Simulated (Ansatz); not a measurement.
WC:

```xyz
2
Lattice="0.0000 2.1927 2.1927 2.1927 0.0000 2.1927 2.1927 2.1927 0.0000" Properties=species:S:1:pos:R:3 pbc="T T T"
W     0.0000    0.0000    0.0000
C     2.1927    2.1927    2.1927
```

Measurements of this composition are mostly on another form, of space group No. 187.

- Program: Ansatz 0.2.0
- Task: relaxation of cell and atoms
- Functional: PBEsol
- Potentials or basis: Ansatz PAW
- Cutoff: 420 eV (not typed: the program's choice for these potentials)
- k mesh: 10 × 10 × 10
- Occupations: fermi-dirac, width 0.05 eV
- Spin: no spin polarisation

At the start: volume 10.54 Å³/atom.

Task: Where does the relaxation end?

Result: It ends after 7 steps and the volume is 10.25 Å³/atom (-2.8 %); space group Fm-3m (No. 225, to 0.05 Å).

Step by step:
| step | energy change (eV) | largest force (eV/Å) | volume (Å³) |
| --- | --- | --- | --- |
| 1 | 0.0000 | 0.0000 | 21.08 |
| 2 | -0.0161 | 0.0000 | 20.24 |
| 3 | -0.0200 | 0.0000 | 20.52 |
| 4 | -0.0200 | 0.0000 | 20.51 |
| 5 | -0.0190 | 0.0000 | 20.51 |
| 6 | -0.0190 | 0.0000 | 20.50 |
| 7 | -0.0190 | 0.0000 | 20.50 |

Final structure:
```
CELL_PARAMETERS angstrom
0.00000 2.17240 2.17240
2.17240 0.00000 2.17240
2.17240 2.17240 0.00000
ATOMIC_POSITIONS crystal
W 0.00000 0.00000 0.00000
C 0.50000 0.50000 0.50000
```

Caveat: the plane-wave basis is chosen anew once the cell has moved, so the energies of steps on either side of that aren't comparable; the pressure holds a Pulay correction of +0.3 GPa for the finite cutoff; the PAW data sets come from PBE, with cores solved anew for the run's functional, which leaves a small shift of forces and pressure.
